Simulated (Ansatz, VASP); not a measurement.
Sc: VASP beside Ansatz

The input INCAR:

```
SYSTEM = Sc
ALGO = Normal ; EDIFF = 1E-6
ENCUT = 520 ; GGA = PE
ISIF = 2 ; ISMEAR = -1
LASPH = .TRUE. ; LCHARG = .FALSE.
LREAL = .FALSE. ; LWAVE = .FALSE.
NBANDS = 30 ; NELM = 60
PREC = Accurate ; SIGMA = 0.05
```

Contents of KPOINTS:

```
k-points
0
G
  12 12 4
  0 0 0
```

The input POSCAR:

```
Sc
1.0
    2.4383213020      0.0000000000      0.0000000000
   -1.2191606510      2.1116481901      0.0000000000
    0.0000000000      0.0000000000      7.6542841796
Sc
4
Direct
    0.0000000000      0.0000000000      0.0000000000
    0.0000000000      0.0000000000      0.5000000000
    0.3333333333      0.6666666667      0.2500000000
    0.6666666667      0.3333333333      0.7500000000
```

Input for Ansatz:

```yaml
crystal:
  lattice:
    - [2.438321302, 0.0, 0.0]
    - [-1.219160651, 2.1116481901, 0.0]
    - [0.0, 0.0, 7.6542841796]
  atoms:
    - { symbol: Sc, position: [0.0, 0.0, 0.0] }
    - { symbol: Sc, position: [0.0, 0.0, 0.5] }
    - { symbol: Sc, position: [0.3333333333, 0.6666666667, 0.25] }
    - { symbol: Sc, position: [0.6666666667, 0.3333333333, 0.75] }
kpoints:
  mp_grid: { grid: [12, 12, 4] }
  band_path:
    path:
      - [0.0, 0.0, 0.0]
      - [0.5, 0.0, 0.0]
      - [0.3333333333, 0.3333333333, 0.0]
      - [0.0, 0.0, 0.0]
      - [0.0, 0.0, 0.5]
      - [0.5, 0.0, 0.5]
      - [0.3333333333, 0.3333333333, 0.5]
      - [0.0, 0.0, 0.5]
      - [0.5, 0.0, 0.5]
    npoints: 8
scf:
  occupations: { method: fermi_dirac, width: 0.05 }
hamiltonian:
  xc: pbe
  pseudopotentials: { kind: paw }
output:
  forces: true
  stress: true
  eigenvalues: true
  populations: true
  dos: { projected: true, de: 0.2, e_range: [-14, 8] }
```

Change from the starting cell: volume scaled by 0.4, PAW files.

Alike in both runs: task single point; functional PBE; k mesh 12 × 12 × 4; occupations fermi-dirac, width 0.05 eV; no spin polarisation.

|  | VASP | Ansatz |
| --- | --- | --- |
| version | VASP 6.6.1 | Ansatz 0.2.0 |
| potentials or method | VASP PAW PBE potentials, release 64 (Sc_sv) | PAW with Ansatz's default frozen-core files, scalar-relativistic |
| plane-wave cutoff (eV) | 520 | 420 |
| valence electrons in the cell | 44 | 44 |

```csv
,VASP,Ansatz,Ansatz less VASP
pressure (GPa),174.4,170.0,-4.47
largest component of the traceless stress (GPa),0.46,0.07,-0.384
```

Caveats: the cell as given lies far from equilibrium; so large a pressure means that the cell lies far from this level's equilibrium, or that cutoff or potentials fall short (VASP).
